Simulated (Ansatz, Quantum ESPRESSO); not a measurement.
# Band offsets of the AlAs/GaAs(110) superlattice, 5 + 5 layers, a = 5.625 Å, part 2 of 7

Wanted: the band alignment of the AlAs/GaAs(110) superlattice, 5 + 5 layers, a = 5.625 Å.

Quantum ESPRESSO 7.5; plane-wave DFT, LDA, GBRV ultrasoft pseudopotentials; cross-check by Ansatz 0.2.0 with PAW datasets.

So far. Step 3 (Self-consistent run of bulk AlAs): The run needed 7 iterations to bring the estimated error under 1e-07 Ry.

## (4) Bands along a path of bulk AlAs

A bands run reads the converged density and follows the path given under K_POINTS.

Input file a.bands.in:

```
&control
  prefix = 'a.bands'
  outdir = './out'
  pseudo_dir = './pseudo'
  calculation = 'bands'
/
&system
  ibrav = 0
  nat = 4
  ntyp = 2
  ecutwfc = 40
  ecutrho = 200
  occupations = 'smearing'
  smearing = 'fd'
  degauss = 0.002
  nbnd = 16
/
&electrons
  conv_thr = 1e-07
  mixing_beta = 0.5
  electron_maxstep = 120
/
ATOMIC_SPECIES
  Al  26.9815  al_lda_v1.uspp.F.UPF
  As  74.9216  as_lda_v1.uspp.F.UPF
CELL_PARAMETERS angstrom
  5.62500000000000 0.00000000000000 0.00000000000000
  0.00000000000000 3.97747564417433 0.00000000000000
  0.00000000000000 0.00000000000000 3.97747564417433
ATOMIC_POSITIONS crystal
  Al  0.000000000000 0.000000000000 0.000000000000
  As  0.250000000000 0.500000000000 0.000000000000
  Al  0.500000000000 0.500000000000 0.500000000000
  As  0.750000000000 0.000000000000 0.500000000000
K_POINTS crystal_b
6
  0.0000000000 0.0000000000 0.0000000000 20
  1.0000000000 0.0000000000 0.0000000000 1
  0.0000000000 0.0000000000 0.0000000000 20
  0.5000000000 0.0000000000 0.5000000000 1
  0.0000000000 0.0000000000 0.0000000000 20
  0.0000000000 0.5000000000 0.5000000000 1
```

Command:

```console
$ cp -r out/a.save out/a.bands.save
$ cp out/a.xml out/a.bands.xml
$ OMP_NUM_THREADS=1 mpirun -n 4 pw.x -nk 4 -in a.bands.in > a.bands.out
```

What it wrote:

```text
[banner, memory and clock lines left out]
Program PWSCF v.7.5 starts

          URL

     Atomic positions and unit cell read from directory:
     ./out/a.bands.save/

     Found identity + ( -0.5000 -0.5000 -0.5000) symmetry
     This is a supercell, fractional translations are disabled
     Message from routine setup:
     using ibrav=0 with symmetry is DISCOURAGED, use correct ibrav instead

     G-vector sticks info

     bravais-lattice index     =            0
     lattice parameter (alat)  =      10.6297  a.u.
     unit-cell volume          =     600.5293 (a.u.)^3
     number of atoms/cell      =            4
     number of atomic types    =            2
     number of electrons       =        16.00
     number of Kohn-Sham states=           16
     kinetic-energy cutoff     =      40.0000  Ry
     charge density cutoff     =     200.0000  Ry
     Exchange-correlation= SLA  PZ   NOGX NOGC
                           (   1   1   0   0   0   0   0)

     celldm(1)=  10.629709  celldm(2)=   0.000000  celldm(3)=   0.000000
     celldm(4)=   0.000000  celldm(5)=   0.000000  celldm(6)=   0.000000

     crystal axes: (cart. coord. in units of alat)
               a(1) = (   1.000000   0.000000   0.000000 )
               a(2) = (   0.000000   0.707107   0.000000 )
               a(3) = (   0.000000   0.000000   0.707107 )

     reciprocal axes: (cart. coord. in units 2 pi/alat)
               b(1) = (  1.000000  0.000000  0.000000 )
               b(2) = (  0.000000  1.414214  0.000000 )
               b(3) = (  0.000000  0.000000  1.414214 )

     PseudoPot. # 1 for Al read from file:
     ./pseudo/al_lda_v1.uspp.F.UPF
     Pseudo is Ultrasoft + core correction, Zval =  3.0
     Generated by new atomic code, or converted to UPF format
     Using radial grid of  893 points,  3 beta functions with:
                l(1) =   0
                l(2) =   1
                l(3) =   2
     Q(r) pseudized with  8 coefficients,  rinner =    0.900   0.900   0.900
                                                       0.900   0.900

     PseudoPot. # 2 for As read from file:
     ./pseudo/as_lda_v1.uspp.F.UPF
     Pseudo is Ultrasoft + core correction, Zval =  5.0
     Generated by new atomic code, or converted to UPF format
     Using radial grid of  875 points,  6 beta functions with:
                l(1) =   0
                l(2) =   0
                l(3) =   1
                l(4) =   1
                l(5) =   2
                l(6) =   2
     Q(r) pseudized with  8 coefficients,  rinner =    1.300   1.300   1.300
                                                       1.300   1.300

     atomic species   valence    mass     pseudopotential
     Al                3.00    26.98150     Al( 1.00)
     As                5.00    74.92160     As( 1.00)

      8 Sym. Ops. (no inversion) found

   Cartesian axes

     site n.     atom                  positions (alat units)
         1        Al     tau(   1) = (   0.0000000   0.0000000   0.0000000  )
         2        As     tau(   2) = (   0.2500000   0.3535534   0.0000000  )
         3        Al     tau(   3) = (   0.5000000   0.3535534   0.3535534  )
         4        As     tau(   4) = (   0.7500000   0.0000000   0.3535534  )

     number of k points=    63  Fermi-Dirac smearing, width (Ry)=  0.0020
                       cart. coord. in units 2pi/alat
        k(    1) = (   0.0000000   0.0000000   0.0000000), wk =   0.0317460
        k(    2) = (   0.0500000   0.0000000   0.0000000), wk =   0.0317460
        k(    3) = (   0.1000000   0.0000000   0.0000000), wk =   0.0317460
        k(    4) = (   0.1500000   0.0000000   0.0000000), wk =   0.0317460
        k(    5) = (   0.2000000   0.0000000   0.0000000), wk =   0.0317460
        k(    6) = (   0.2500000   0.0000000   0.0000000), wk =   0.0317460
        k(    7) = (   0.3000000   0.0000000   0.0000000), wk =   0.0317460
        k(    8) = (   0.3500000   0.0000000   0.0000000), wk =   0.0317460
        k(    9) = (   0.4000000   0.0000000   0.0000000), wk =   0.0317460
        k(   10) = (   0.4500000   0.0000000   0.0000000), wk =   0.0317460
        k(   11) = (   0.5000000   0.0000000   0.0000000), wk =   0.0317460
        k(   12) = (   0.5500000   0.0000000   0.0000000), wk =   0.0317460
        k(   13) = (   0.6000000   0.0000000   0.0000000), wk =   0.0317460
        k(   14) = (   0.6500000   0.0000000   0.0000000), wk =   0.0317460
        k(   15) = (   0.7000000   0.0000000   0.0000000), wk =   0.0317460
        k(   16) = (   0.7500000   0.0000000   0.0000000), wk =   0.0317460
        k(   17) = (   0.8000000   0.0000000   0.0000000), wk =   0.0317460
        k(   18) = (   0.8500000   0.0000000   0.0000000), wk =   0.0317460
        k(   19) = (   0.9000000   0.0000000   0.0000000), wk =   0.0317460
        k(   20) = (   0.9500000   0.0000000   0.0000000), wk =   0.0317460
        k(   21) = (   1.0000000   0.0000000   0.0000000), wk =   0.0317460
        k(   22) = (   0.0000000   0.0000000   0.0000000), wk =   0.0317460
        k(   23) = (   0.0250000   0.0000000   0.0353553), wk =   0.0317460
        k(   24) = (   0.0500000   0.0000000   0.0707107), wk =   0.0317460
        k(   25) = (   0.0750000   0.0000000   0.1060660), wk =   0.0317460
        k(   26) = (   0.1000000   0.0000000   0.1414214), wk =   0.0317460
        k(   27) = (   0.1250000   0.0000000   0.1767767), wk =   0.0317460
        k(   28) = (   0.1500000   0.0000000   0.2121320), wk =   0.0317460
        k(   29) = (   0.1750000   0.0000000   0.2474874), wk =   0.0317460
        k(   30) = (   0.2000000   0.0000000   0.2828427), wk =   0.0317460
        k(   31) = (   0.2250000   0.0000000   0.3181981), wk =   0.0317460
        k(   32) = (   0.2500000   0.0000000   0.3535534), wk =   0.0317460
        k(   33) = (   0.2750000   0.0000000   0.3889087), wk =   0.0317460
        k(   34) = (   0.3000000   0.0000000   0.4242641), wk =   0.0317460
        k(   35) = (   0.3250000   0.0000000   0.4596194), wk =   0.0317460
        k(   36) = (   0.3500000   0.0000000   0.4949747), wk =   0.0317460
        k(   37) = (   0.3750000   0.0000000   0.5303301), wk =   0.0317460
        k(   38) = (   0.4000000   0.0000000   0.5656854), wk =   0.0317460
        k(   39) = (   0.4250000   0.0000000   0.6010408), wk =   0.0317460
        k(   40) = (   0.4500000   0.0000000   0.6363961), wk =   0.0317460
        k(   41) = (   0.4750000   0.0000000   0.6717514), wk =   0.0317460
        k(   42) = (   0.5000000   0.0000000   0.7071068), wk =   0.0317460
        k(   43) = (   0.0000000   0.0000000   0.0000000), wk =   0.0317460
        k(   44) = (   0.0000000   0.0353553   0.0353553), wk =   0.0317460
[...]
-7.1370  -5.2881  -0.5675   2.2230   2.6699   3.7401   4.6972   4.6973
     6.4455   7.4396   7.5234   9.2696   9.2696   9.2746  13.4281  13.4282

          k = 0.1250 0.0000 0.1768 (  2563 PWs)   bands (ev):

    -7.0813  -5.3247  -0.4934   2.0918   2.7243   3.3375   4.6419   4.6420
     6.5704   7.5462   7.8307   9.3618   9.3619   9.4762  13.2724  13.2724

          k = 0.1500 0.0000 0.2121 (  2573 PWs)   bands (ev):

    -7.0142  -5.3657  -0.4207   1.9783   2.7896   2.9273   4.5802   4.5803
     6.6985   7.5795   8.1947   9.4574   9.4575   9.7556  13.0987  13.1460

          k = 0.1750 0.0000 0.2475 (  2570 PWs)   bands (ev):

    -6.9362  -5.4095  -0.3604   1.8992   2.5174   2.8654   4.5146   4.5147
     6.8318   7.5584   8.6029   9.5474   9.5474  10.0914  12.5844  13.0016

          k = 0.2000 0.0000 0.2828 (  2577 PWs)   bands (ev):

    -6.8483  -5.4546  -0.3237   1.8693   2.1132   2.9506   4.4473   4.4474
     6.9719   7.5039   9.0433   9.6228   9.6228  10.4608  12.0780  12.5756

          k = 0.2250 0.0000 0.3182 (  2576 PWs)   bands (ev):

    -6.7514  -5.4996  -0.3183   1.7189   1.8984   3.0443   4.3802   4.3803
     7.1188   7.4318   9.5007   9.6765   9.6765  10.8457  11.5937  12.1594

          k = 0.2500 0.0000 0.3536 (  2574 PWs)   bands (ev):

    -6.6468  -5.5434  -0.3453   1.3379   1.9883   3.1451   4.3150   4.3151
     7.2704   7.3520   9.7049   9.7049   9.9384  11.1682  11.2305  11.7581

          k = 0.2750 0.0000 0.3889 (  2570 PWs)   bands (ev):

    -6.5361  -5.5851  -0.3990   0.9736   2.1332   3.2513   4.2529   4.2530
     7.2711   7.4218   9.7085   9.7086  10.1753  10.9838  11.3759  11.5983

          k = 0.3000 0.0000 0.4243 (  2564 PWs)   bands (ev):

    -6.4215  -5.6238  -0.4704   0.6293   2.3233   3.3608   4.1951   4.1952
     7.1931   7.5631   9.6916   9.6916   9.9706  11.0166  11.2852  11.9268

          k = 0.3250 0.0000 0.4596 (  2555 PWs)   bands (ev):

    -6.3054  -5.6589  -0.5500   0.3087   2.5471   3.4711   4.1425   4.1426
     7.1208   7.6750   9.6465   9.6601   9.6602  10.6840  11.7568  12.1876

          k = 0.3500 0.0000 0.4950 (  2555 PWs)   bands (ev):

    -6.1911  -5.6900  -0.6304   0.0156   2.7941   3.5791   4.0958   4.0959
     7.0558   7.7235   9.3769   9.6205   9.6206  10.3819  12.2300  12.3587

          k = 0.3750 0.0000 0.5303 (  2561 PWs)   bands (ev):

    -6.0821  -5.7167  -0.7057  -0.2455   3.0534   3.6812   4.0555   4.0556
     6.9995   7.6682   9.2267   9.5785   9.5785  10.1146  12.4451  12.6082

          k = 0.4000 0.0000 0.5657 (  2564 PWs)   bands (ev):

    -5.9830  -5.7388  -0.7718  -0.4698   3.3129   3.7735   4.0220   4.0221
     6.9526   7.5060   9.2064   9.5386   9.5386   9.8867  12.4747  12.7698

          k = 0.4250 0.0000 0.6010 (  2550 PWs)   bands (ev):

    -5.8985  -5.7561  -0.8257  -0.6520   3.5572   3.8516   3.9957   3.9958
     6.9156   7.2880   9.2691   9.5044   9.5044   9.7028  12.4759  12.7211

          k = 0.4500 0.0000 0.6364 (  2552 PWs)   bands (ev):

    -5.8336  -5.7686  -0.8655  -0.7869   3.7652   3.9113   3.9767   3.9768
     6.8890   7.0768   9.3576   9.4782   9.4783   9.5674  12.4670  12.5979

          k = 0.4750 0.0000 0.6718 (  2555 PWs)   bands (ev):

    -5.7926  -5.7761  -0.8899  -0.8700   3.9093   3.9488   3.9653   3.9654
     6.8730   6.9238   9.4292   9.4620   9.4620   9.4844  12.4584  12.4943

          k = 0.5000 0.0000 0.7071 (  2520 PWs)   bands (ev):

    -5.7786  -5.7785  -0.8981  -0.8980   3.9615   3.9615   3.9615   3.9617
     6.8676   6.8677   9.4564   9.4564   9.4565   9.4565  12.4550  12.4551

          k = 0.0000 0.0000 0.0000 (  2541 PWs)   bands (ev):

    -7.2376  -5.2152  -0.7303   2.5716   2.5716   4.8086   4.8087   4.8087
     6.1096   6.7848   6.9933   9.0731   9.0731   9.0731  13.5138  13.9183

          k = 0.0000 0.0354 0.0354 (  2537 PWs)   bands (ev):

    -7.2292  -5.2144  -0.7235   2.5426   2.5491   4.7100   4.7833   4.7834
     6.1607   6.8884   7.0456   9.0389   9.1110   9.1110  13.5624  13.7921

          k = 0.0000 0.0707 0.0707 (  2559 PWs)   bands (ev):

    -7.2038  -5.2120  -0.7034   2.4600   2.4863   4.4599   4.7102   4.7103
     6.3092   7.1518   7.1980   8.9411   9.2217   9.2217  13.4492  13.7304

          k = 0.0000 0.1061 0.1061 (  2571 PWs)   bands (ev):

    -7.1618  -5.2082  -0.6708   2.3362   2.3947   4.1310   4.5972   4.5973
     6.5430   7.4390   7.4977   8.7918   9.3972   9.3973  13.0331  13.9654

          k = 0.0000 0.1414 0.1414 (  2587 PWs)   bands (ev):

    -7.1033  -5.2034  -0.6274   2.1866   2.2886   3.7672   4.4542   4.4543
     6.8474   7.7543   7.8729   8.6059   9.6273   9.6273  12.5930  13.5506

          k = 0.0000 0.1768 0.1768 (  2581 PWs)   bands (ev):

    -7.0288  -5.1980  -0.5759   2.0265   2.1806   3.3895   4.2911   4.2912
     7.2081   8.1305   8.2386   8.3969   9.9013   9.9014  12.1841  12.9416

          k = 0.0000 0.2121 0.2121 (  2587 PWs)   bands (ev):

    -6.9389  -5.1927  -0.5199   1.8701   2.0808   3.0083   4.1166   4.1167
     7.6122   8.1756   8.5529   8.5562  10.2102  10.2102  11.8570  12.3292

          k = 0.0000 0.2475 0.2475 (  2577 PWs)   bands (ev):

    -6.8343  -5.1878  -0.4648   1.7302   1.9965   2.6289   3.9378   3.9379
     7.9501   8.0459   8.7611   9.0223  10.5462  10.5462  11.6718  11.7318

          k = 0.0000 0.2828 0.2828 (  2581 PWs)   bands (ev):

    -6.7159  -5.1839  -0.4171   1.6186   1.9330   2.2547   3.7599   3.7600
     7.7263   8.4880   8.8139   9.5209  10.9034  10.9034  11.1721  11.6812

          k = 0.0000 0.3182 0.3182 (  2565 PWs)   bands (ev):

    -6.5850  -5.1814  -0.3842   1.5462   1.8878   1.8937   3.5872   3.5873
     7.5082   8.7135   8.8857  10.0401  10.7037  11.2334  11.2769  11.2769

          k = 0.0000 0.3536 0.3536 (  2555 PWs)   bands (ev):

    -6.4431  -5.1805  -0.3725   1.5211   1.5303   1.8803   3.4229   3.4230
     7.2987   8.5136   9.0769  10.4466  10.4890  10.8052  11.6631  11.6631

          k = 0.0000 0.3889 0.3889 (  2549 PWs)   bands (ev):

    -6.2922  -5.1814  -0.3842   1.1841   1.5462   1.8937   3.2693   3.2694
     7.1000   8.2707   8.8857  10.0401  10.7037  11.2334  12.0589  12.0589

          k = 0.0000 0.4243 0.4243 (  2557 PWs)   bands (ev):

    -6.1347  -5.1839  -0.4171   0.8519   1.6186   1.9330   3.1282   3.1283
     6.9138   8.0214   8.4880   9.5209  11.1721  11.8181  12.4620  12.4620

          k = 0.0000 0.4596 0.4596 (  2557 PWs)   bands (ev):

    -5.9739  -5.1878  -0.4647   0.5366   1.7302   1.9965   3.0012   3.0013
     6.7417   7.7863   8.0459   9.0223  11.7317  12.4260  12.8698  12.8698

          k = 0.0000 0.4950 0.4950 (  2554 PWs)   bands (ev):

    -5.8137  -5.1927  -0.5199   0.2423   1.8701   2.0808   2.8893   2.8894
     6.5856   7.5763   7.6122   8.5562  12.3292  13.0454  13.2797  13.2797

          k = 0.0000 0.5303 0.5303 (  2556 PWs)   bands (ev):

    -5.6593  -5.1980  -0.5758  -0.0259   2.0265   2.1806   2.7934   2.7935
     6.4476   7.2081   7.3968   8.1305  12.9416  13.6661  13.6880  13.6880

          k = 0.0000 0.5657 0.5657 (  2578 PWs)   bands (ev):

    -5.5169  -5.2034  -0.6274  -0.2618   2.1865   2.2886   2.7142   2.7142
     6.3300   6.8474   7.2502   7.7544  13.5506  14.0882  14.0882  14.2665

          k = 0.0000 0.6010 0.6010 (  2562 PWs)   bands (ev):

    -5.3937  -5.2082  -0.6707  -0.4578   2.3361   2.3947   2.6520   2.6521
     6.2355   6.5430   7.1371   7.4390  14.1317  14.4688  14.4688  14.7776

          k = 0.0000 0.6364 0.6364 (  2558 PWs)   bands (ev):

    -5.2977  -5.2120  -0.7033  -0.6060   2.4599   2.4862   2.6074   2.6075
     6.1662   6.3092   7.0569   7.1981  14.6432  14.8066  14.8066  15.0538

          k = 0.0000 0.6718 0.6718 (  2572 PWs)   bands (ev):

    -5.2364  -5.2144  -0.7235  -0.6987   2.5425   2.5491   2.5805   2.5806
     6.1239   6.1607   7.0092   7.0456  15.0141  15.0570  15.0570  15.1363

          k = 0.0000 0.7071 0.7071 (  2596 PWs)   bands (ev):

    -5.2152  -5.2152  -0.7304  -0.7302   2.5716   2.5716   2.5716   2.5717
     6.1096   6.1096   6.9933   6.9934  15.1534  15.1534  15.1534  15.1536

     XML data file, pseudopotentials, collected wavefunctions

                                        0.00s GPU  (     968 calls)
```

The job ended after 9.3 s (4 MPI ranks of AMD EPYC 7R32 (Zen 2), shared host; peak memory 0.28 GiB).

Read from the output:

| Item | Value |
| --- | --- |
| valence top, on the run's zero | 4.809 eV |
| conduction bottom, on the run's zero | 6.110 eV |
| gap by band count | 1.301 eV |

Band numbers count within the set of bands kept for display; the cell holds two formula units, so the X point along 001 folds onto the zone centre. The electronic bands at the labelled points (eV, zero at the Fermi level, which the smearing puts inside the gap; v1 is the highest filled band, c1 the lowest empty one):

| point | v4 | v3 | v2 | v1 | c1 | c2 | c3 | c4 |
| --- | --- | --- | --- | --- | --- | --- | --- | --- |
| L | -1.53 | -1.53 | -1.53 | -1.53 | 1.37 | 1.37 | 3.96 | 3.96 |
| halfway | -3.51 | -2.35 | -1.18 | -1.18 | 1.77 | 1.86 | 4.21 | 4.21 |
| Γ | -2.92 | -0.69 | -0.69 | -0.69 | 0.61 | 1.29 | 1.50 | 3.58 |
| halfway | -3.97 | -3.62 | -2.07 | -2.07 | 1.80 | 3.02 | 3.58 | 4.95 |
| X | -2.92 | -2.92 | -2.92 | -2.92 | 0.61 | 0.61 | 1.50 | 1.50 |

## (5) Potential by pp.x of bulk AlAs

plot_num = 11 writes the bare and Hartree potential, whose mean serves as the common reference.

Input file a.pot.in:

```
&inputpp
  prefix = 'a'
  outdir = './out'
  filplot = 'a.pot.dat'
  plot_num = 11
/
```

Command:

```console
$ OMP_NUM_THREADS=1 mpirun -n 4 pp.x -in a.pot.in > a.pot.out
```

What it wrote:

```text
[banner, memory and clock lines left out]
Program POST-PROC v.7.5 starts

          URL

     ./out/a.save/

     IMPORTANT: XC functional enforced from input :
     Exchange-correlation= PZ
                           (   1   1   0   0   0   0   0)
     Any further DFT definition will be discarded
     Please, verify this is what you really want

     Calling punch_plot, plot_num =  11
     Writing data to file  a.pot.dat
     Message from routine chdens:
     namelist plot not found or invalid, exiting
```

Wall time 1.3 s (4 MPI ranks); peak memory 0.09 GiB.

Electrostatic potential energy of an electron; zero at the Fermi level, which the smearing puts inside the gap. Table of potential energy, planar mean by z:

| z (Å) | potential energy, planar mean (eV) |
| --- | --- |
| 0.00 | 9.25 |
| 0.11 | 8.59 |
| 0.22 | 6.73 |
| 0.44 | 1.16 |
| 0.55 | -0.923 |
| 0.66 | -1.58 |
| 0.77 | -1.04 |
| 0.88 | -0.421 |
| 1.10 | -0.421 |
| 1.22 | -1.04 |
| 1.33 | -1.58 |
| 1.44 | -0.923 |
| 1.55 | 1.16 |
| 1.77 | 6.73 |
| 1.88 | 8.59 |
| 1.99 | 9.25 |
| 2.10 | 8.59 |
| 2.32 | 4.01 |
| 2.43 | 1.16 |
| 2.54 | -0.923 |
| 2.65 | -1.58 |
| 2.76 | -1.04 |
| 2.98 | -0.242 |
| 3.09 | -0.421 |
| 3.20 | -1.04 |
| 3.31 | -1.58 |
| 3.43 | -0.923 |
| 3.65 | 4.01 |
| 3.76 | 6.73 |
| 3.87 | 8.59 |

## (6) Planar and running averages of bulk AlAs

A running mean over one period damps the atomic wiggles and leaves the mean of this pseudopotential's potential.

Input file a.avg.in:

```
1
a.pot.dat
1.0
40
3
7.5163396349
```

Command:

```console
$ OMP_NUM_THREADS=1 average.x < a.avg.in > a.avg.out
```

What it wrote:

```text
[banner, memory and clock lines left out]
Program AVERAGE v.7.5 starts

          URL

     Reading header from file  a.pot.dat
     Reading data from file  a.pot.dat
     Output written to file avg.dat

[...]
```

The job ended after 0.76 s (1 MPI rank; peak memory 0.1 GiB).

This step gave:

| Quantity | Value |
| --- | --- |
| average.x's running mean over the crystal, on the run's own zero | 7.832 eV |
| mean potential by an exact Fourier window over the crystal, on the run's own zero | 7.832 eV |

Electrostatic potential energy of an electron; zero at the Fermi level, which the smearing puts inside the gap; window 3.9775 Å. The potential energy, running mean stays at 2.34 eV for z from 0 to 3.88 Å.

[end of part 2 of 7]

[Logs are printed without paths, hosts, clocks, repeated set-up lines and the standing remarks that a program may print on its own settings, such as how far it seeks lower states.]

[Hosts, paths, dates, database ids (printed as entryN), source tags and the programs' standing remarks are cut or masked in the printed files.]

[Maps of the electrostatic potential energy from Ansatz leave out the sawtooth potential of an applied field or a dipole correction, so their vacuum need not be flat; planar profiles and work functions include it.]
